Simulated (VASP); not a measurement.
The system is HfC.

```
Hf C
1.0
     0.00000    2.32500    2.32500
     2.32500    0.00000    2.32500
     2.32500    2.32500    0.00000
Hf C
1 1
Direct
  0.50000 0.50000 0.50000
  0.00000 0.00000 0.00000
```

```yaml
Program: VASP 6.6.1
Task: relaxation of cell and atoms
Functional: PBE
Dispersion: D3(BJ)
Potentials_or_basis: VASP PAW PBE potentials, release 64 (Hf_pv, C)
Cutoff: 600 eV
k_mesh: 10 × 10 × 10
Occupations: fermi-dirac, width 0.05 eV
Spin: no spin polarisation
```

At the start: pressure -5.3 GPa; volume 12.57 Å³/atom.

Task: Where does the relaxation end?

Result: Over 3 steps the energy falls by 4.7 meV/atom and the volume is 12.29 Å³/atom (-2.2 %); space group Fm-3m (No. 225, to 0.05 Å).

Step by step:
| step | energy change (eV) | largest force (eV/Å) | pressure (GPa) | volume (Å³) |
| --- | --- | --- | --- | --- |
| 1 | 0.0000 | 0.0000 | -5.29 | 25.14 |
| 2 | 0.0197 | 0.0000 | 10.40 | 23.66 |
| 3 | -0.0093 | 0.0000 | -0.08 | 24.59 |

Final structure:
```
Hf C
1.0
     0.00000    2.30798    2.30798
     2.30798    0.00000    2.30798
     2.30798    2.30798    0.00000
Hf C
1 1
Direct
  0.50000 0.50000 0.50000
  0.00000 0.00000 0.00000
```

Caveat: pairwise dispersion overbinds metals, which lowers pressure and volume.
